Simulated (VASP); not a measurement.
# SrTiO3 (Tausonite) (Pm-3m) in VASP: a series of runs, part 2 of 2

VASP 6.6.1. The steps go on from the part before.

### 4 Relaxation of cell and atoms, r2SCAN, target pressure 0.72 GPa, at which the enthalpy is minimised

Contents of INCAR:

```
ALGO = Normal ; EDIFF = 1E-6
EDIFFG = -0.01 ; ENCUT = 600
IBRION = 2 ; ISIF = 3
ISMEAR = 0 ; LASPH = T
LCHARG = F ; LMIXTAU = T
LREAL = F ; LWAVE = F
METAGGA = R2SCAN ; NELM = 80
NSW = 90 ; PREC = Accurate
PSTRESS = 7.2 ; SIGMA = 0.03
```

Contents of KPOINTS:

```
k-points
0
Gamma
  8 8 8
```

Contents of POSCAR:

```
SrTiO3
1.0
    3.9052800000      0.0000000000      0.0000000000
    0.0000000000      3.9052800000      0.0000000000
    0.0000000000      0.0000000000      3.9052800000
Sr Ti O
1 1 3
Direct
    0.5000000000      0.5000000000      0.5000000000
    0.0000000000      0.0000000000      0.0000000000
    0.5000000000      0.0000000000      0.0000000000
    0.0000000000      0.5000000000      0.0000000000
    0.0000000000      0.0000000000      0.5000000000
```

Potentials or basis: VASP PAW PBE potentials, release 64 (Sr_sv, Ti_sv, O).

Started as:

```bash
$ cat potpaw_PBE.64/Sr_sv/POTCAR potpaw_PBE.64/Ti_sv/POTCAR potpaw_PBE.64/O/POTCAR > POTCAR
$ mpirun -np 1 vasp_std > vasp.out
```

OUTCAR:

```text
EDIFF = 1E-6
   EDIFFG = -0.01
   ENCUT = 600
   IBRION = 2
   ISIF = 3
   ISMEAR = 0
   LASPH = T
   LREAL = F
   METAGGA = R2SCAN
   NELM = 80
   NSW = 90
   PREC = Accurate
   PSTRESS = 7.2

 ion  position               nearest neighbor table
   1  0.500  0.500  0.500-   3 2.76   4 2.76   5 2.76   3 2.76   4 2.76   3 2.76   5 2.76   3 2.76
                             4 2.76   5 2.76   4 2.76   5 2.76   2 3.38   2 3.38   2 3.38   2 3.38
   2  0.000  0.000  0.000-   3 1.95   4 1.95   5 1.95   5 1.95   4 1.95   3 1.95   1 3.38   1 3.38
                             1 3.38   1 3.38   1 3.38   1 3.38   1 3.38   1 3.38
   3  0.500  0.000  0.000-   2 1.95   2 1.95   1 2.76   1 2.76   1 2.76   1 2.76
   4  0.000  0.500  0.000-   2 1.95   2 1.95   1 2.76   1 2.76   1 2.76   1 2.76
   5  0.000  0.000  0.500-   2 1.95   2 1.95   1 2.76   1 2.76   1 2.76   1 2.76

  LATTYP: Found a simple cubic cell.
 ALAT       =     3.9052800000

[... 277 lines left out ...]
  ---------------------------------------------------
  free energy    TOTEN  =       -63.33782288 eV

  energy without entropy =      -63.33782288  energy(sigma->0) =      -63.33782288

 E-fermi :   3.9995     XC(G=0): -11.9236

 val. band max:        3.8327643743   @ k =   0.5000   0.5000   0.5000
 cond. band min:       6.1070029148   @ k =   0.0000   0.0000   0.0000
 fundamental gap:      2.2742385405
 Fermi energy:         3.9994554397

 k-point     1 :       0.0000    0.0000    0.0000
  band No.  band energies     occupation
      1     -54.8465      2.00000
      2     -30.0427      2.00000
      3     -30.0427      2.00000
      4     -30.0427      2.00000
      5     -30.0408      2.00000
      6     -14.5791      2.00000
[... 637 lines left out ...]
     23       8.4009      0.00000
     24       9.9465      0.00000

 [... further k-points ...]

------------------------ aborting loop because EDIFF is reached ----------------------------------------

  FORCE on cell =-STRESS in cart. coord.  units (eV):
  Direction    XX          YY          ZZ          XY          YZ          ZX
  --------------------------------------------------------------------------------------
  -------------------------------------------------------------------------------------
  Total        0.2724234      0.2724234      0.2724234     -0.0000000     -0.0000000      0.0000000
  in kB        7.3172256      7.3172256      7.3172256     -0.0000000     -0.0000000      0.0000000
  external PRESSURE =       0.1172256 kB  Pullay stress =       7.2000000 kB
[... 24 lines left out ...]
  energy  without entropy=      -63.3378228755  energy(sigma->0) =      -63.33782288

  enthalpy is  TOTEN    =       -63.0697638797 eV   P V=        0.2680589958

 reached required accuracy - stopping structural energy minimisation
```

OSZICAR:

```text
N       E                     dE             d eps       ncg     rms          rms(c)
DAV:   1     0.449002028537E+03    0.44900E+03   -0.23466E+04  1680   0.204E+03
DAV:   2    -0.333718558858E+02   -0.48237E+03   -0.47382E+03  2008   0.532E+02
DAV:   3    -0.834846611382E+02   -0.50113E+02   -0.48164E+02  2160   0.160E+02
[... 35 lines left out ...]
DAV:   4    -0.633378027546E+02    0.15639E-04   -0.10363E-04  1984   0.816E-02    0.151E-02
DAV:   5    -0.633378091438E+02   -0.63892E-05   -0.50632E-05  2648   0.669E-02    0.133E-02
DAV:   6    -0.633378179457E+02   -0.88018E-05   -0.13905E-05  2168   0.341E-02    0.114E-02
DAV:   7    -0.633378194070E+02   -0.14613E-05   -0.13277E-06  1000   0.124E-02    0.563E-03
DAV:   8    -0.633378225666E+02   -0.31596E-05   -0.18339E-06  1312   0.149E-02    0.132E-03
DAV:   9    -0.633378228755E+02   -0.30890E-06   -0.68163E-07   944   0.591E-03
   3 F= -.63069764E+02 E0= -.63069764E+02  d E =-.816840E-04
```

CONTCAR:

```text
SrTiO3
   1.00000000000000
     3.9072346237281015   -0.0000000000000000    0.0000000000000000
    -0.0000000000000000    3.9072346237281015    0.0000000000000000
    -0.0000000000000000   -0.0000000000000000    3.9072346237281015
  Sr              Ti              O
     1     1     3
Direct
     0.5000000000000000    0.5000000000000000    0.5000000000000000
     0.0000000000000000    0.0000000000000000    0.0000000000000000
     0.5000000000000000    0.0000000000000000    0.0000000000000000
     0.0000000000000000    0.5000000000000000    0.0000000000000000
     0.0000000000000000    0.0000000000000000    0.5000000000000000

  0.00000000E+00  0.00000000E+00  0.00000000E+00
  0.00000000E+00  0.00000000E+00  0.00000000E+00
  0.00000000E+00  0.00000000E+00  0.00000000E+00
  0.00000000E+00  0.00000000E+00  0.00000000E+00
  0.00000000E+00  0.00000000E+00  0.00000000E+00
```

It took 6.8 min on 1 thread of Intel Xeon Platinum 8488C (Sapphire Rapids), shared host; peak memory 0.24 GiB.

What came out:

```
Free energy                                            : -63.3378 eV
Relaxed volume                                         : 11.93 Å³/atom
Relaxed cell                                           : a = 3.907 Å, b = 3.907 Å, c = 3.907 Å, α = 90.00°, β = 90.00°, γ = 90.00°
Space group after relaxing (to 0.05 Å)                 : Pm-3m (No. 221)
Energy change on relaxing (the enthalpy is what falls) : -0.1 meV/atom
Ionic steps                                            : 3
Pressure after relaxing                                : 0.7 GPa
Band gap on the k mesh                                 : 2.27 eV, indirect (least direct gap 2.66 eV)
```

Step by step:
| step | energy change (eV) | largest force (eV/Å) | pressure (GPa) | volume (Å³) |
| --- | --- | --- | --- | --- |
| 1 | 0.0000 | 0.0000 | 1.02 | 59.56 |
| 2 | -0.0008 | 0.0000 | 0.40 | 59.75 |
| 3 | -0.0005 | 0.0000 | 0.73 | 59.65 |

Final structure:
```
CELL_PARAMETERS angstrom
3.90723 0.00000 0.00000
0.00000 3.90723 0.00000
0.00000 0.00000 3.90723
ATOMIC_POSITIONS crystal
Sr 0.50000 0.50000 0.50000
Ti 0.00000 0.00000 0.00000
O 0.50000 0.00000 0.00000
O 0.00000 0.50000 0.00000
O 0.00000 0.00000 0.50000
```

Caveat: the cell is relaxed towards a set pressure, so the enthalpy falls and the energy may rise; the PAW data sets were made with another functional, which shifts forces and pressure a little.

### 5 Relaxation of cell and atoms, r2SCAN, target pressure 0.72 GPa, at which the enthalpy is minimised

INCAR: that of step 4 with these lines changed.

```diff
@@ -1,3 +1,3 @@
-ALGO = Normal ; EDIFF = 1E-6
-EDIFFG = -0.01 ; ENCUT = 600
+ALGO = Normal ; EDIFF = 1E-7
+EDIFFG = -0.005 ; ENCUT = 600
 IBRION = 2 ; ISIF = 3
```

KPOINTS is that of step 4.

Contents of POSCAR:

```
SrTiO3                                  
1.0
    3.9072346237     -0.0000000000      0.0000000000
   -0.0000000000      3.9072346237      0.0000000000
   -0.0000000000     -0.0000000000      3.9072346237
  Sr              Ti              O             
     1     1     3
Direct
     0.5000000000000000    0.5000000000000000    0.5000000000000000
     0.0000000000000000    0.0000000000000000    0.0000000000000000
     0.5000000000000000    0.0000000000000000    0.0000000000000000
     0.0000000000000000    0.5000000000000000    0.0000000000000000
     0.0000000000000000    0.0000000000000000    0.5000000000000000
```

Started as:

```bash
$ cat potpaw_PBE.64/Sr_sv/POTCAR potpaw_PBE.64/Ti_sv/POTCAR potpaw_PBE.64/O/POTCAR > POTCAR
$ mpirun -np 1 vasp_std > vasp.out
```

It took 3.2 min on 1 thread of Intel Xeon Platinum 8488C (Sapphire Rapids), shared host; peak memory 0.23 GiB.

It converged, with:

```yaml
Free_energy: -63.3381 eV
Pressure_after_relaxing: 0.7 GPa
Band_gap_on_the_k_mesh: 2.27 eV, indirect (least direct gap 2.66 eV)
```

Final structure:
```
Sr Ti O
1.0
     3.90723    0.00000    0.00000
     0.00000    3.90723    0.00000
     0.00000    0.00000    3.90723
Sr Ti O
1 1 3
Direct
  0.50000 0.50000 0.50000
  0.00000 0.00000 0.00000
  0.50000 0.00000 0.00000
  0.00000 0.50000 0.00000
  0.00000 0.00000 0.50000
```

Levels at points of the mesh, in eV from the valence-band top:
| k point | band 16 | band 17 | band 18 | band 19 | band 20 | band 21 | band 22 | band 23 | band 24 |
| --- | --- | --- | --- | --- | --- | --- | --- | --- | --- |
| (0.00, 0.00, 0.00) | -1.21 | -1.21 | -0.38 | -0.38 | -0.38 | 2.27 | 2.27 | 2.27 | 4.59 |
| (0.50, 0.00, 0.00) | -2.36 | -2.36 | -2.00 | -0.77 | -0.77 | 2.44 | 4.17 | 4.17 | 4.60 |
| (0.50, 0.50, 0.00) | -2.85 | -1.79 | -1.60 | -1.60 | -0.09 | 4.18 | 4.18 | 4.66 | 5.63 |
| (0.50, 0.50, 0.50) | -3.79 | -3.79 | 0.00 | 0.00 | 0.00 | 4.87 | 4.87 | 4.87 | 7.63 |

Caveat: the relaxation stopped at its first step, so nothing moved; the cell is relaxed towards a set pressure, so the enthalpy falls and the energy may rise; the PAW data sets were made with another functional, which shifts forces and pressure a little. r2SCAN opens gaps a little over a GGA but as a rule still falls short of measured ones.
